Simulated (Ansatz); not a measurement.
O on the (100) surface of Si, space group Fd-3m (No. 227), its top face closed with F on dimers, its bottom face closed with H (top face towards +c; held atoms: 1, 2, 3, 4, 5, 6, 7, 8, 9, 10, 11, 12), one molecule per 58.8 Å². Starting structure (open bond down, lowest atom O over a hollow F-F site; the molecule's atoms stand last):

```
CELL_PARAMETERS angstrom
7.66719 0.00000 0.00000
0.00000 7.66719 0.00000
0.00000 0.00000 27.11228
ATOMIC_POSITIONS crystal
Si 0.50000 0.25000 0.32573
Si 0.50000 0.75000 0.32573
Si 0.00000 0.25000 0.32573
Si 0.00000 0.75000 0.32573
Si 0.50000 0.50000 0.37573
Si 0.50000 0.00000 0.37573
Si 0.00000 0.50000 0.37573
Si 0.00000 0.00000 0.37573
Si 0.75000 0.50000 0.42572
Si 0.75000 0.00000 0.42572
Si 0.25000 0.50000 0.42572
Si 0.25000 0.00000 0.42572
Si 0.75000 0.75000 0.47370
Si 0.75000 0.25000 0.47370
Si 0.25000 0.75000 0.47750
Si 0.25000 0.25000 0.47750
Si 0.99352 0.75000 0.52606
Si 0.99352 0.25000 0.52606
Si 0.50648 0.75000 0.52606
Si 0.50648 0.25000 0.52606
Si 0.90897 0.00000 0.57015
Si 0.90897 0.50000 0.57015
Si 0.59103 0.00000 0.57015
Si 0.59103 0.50000 0.57015
H 0.35128 0.25000 0.29119
H 0.35128 0.75000 0.29119
H 0.84997 0.25000 0.29170
H 0.84997 0.75000 0.29170
H 0.65003 0.25000 0.29170
H 0.65003 0.75000 0.29170
H 0.14872 0.25000 0.29119
H 0.14872 0.75000 0.29119
F 0.97965 0.00000 0.62643
F 0.97965 0.50000 0.62643
F 0.52035 0.00000 0.62643
F 0.52035 0.50000 0.62643
O 0.25000 0.75000 0.59102
```

The calculation used DFT PBE+D3(BJ), scalar-relativistic, plane waves, PAW (Ansatz). Plane waves to 420 eV, a k mesh through Γ of 2×2×1 on the computed 37-atom cell and Gaussian smearing (0.05 eV); collinear spin. The cell repeats along c with a dipole correction in the vacuum.

E_ads is per molecule, from the clean relaxed slab and the free relaxed molecule; negative means bound; no zero-point or thermal terms, forces under 0.04 eV/Å, and the free molecule is spin-polarised where open-shell. Heights count from the highest slab atom.

(1) How strongly does it adsorb?

(2) Does the molecule survive, and how close does it come to the surface?

(3) How does the dipole along +c change?

Each end is the local minimum that its start leads to.

Spin polarisation was left out for Si6H2F (a zero moment there is imposed), and a magnetic state may lie lower. An atom lies near a switch of its D3 coefficient C6 between reference coordination numbers, so the dispersion energy changes steeply there and can make or shift the minimum. Semilocal functionals without U can misjudge the magnetic state of such a slab.

## Answers

(1) -4.39 eV.

(2) It stays whole. Its lowest atom lies -1.37 Å over the highest slab atom; shortest contacts O–Si 1.71 Å, O–Si 1.71 Å.

(3) The dipole changes by -0.108 e·Å a cell.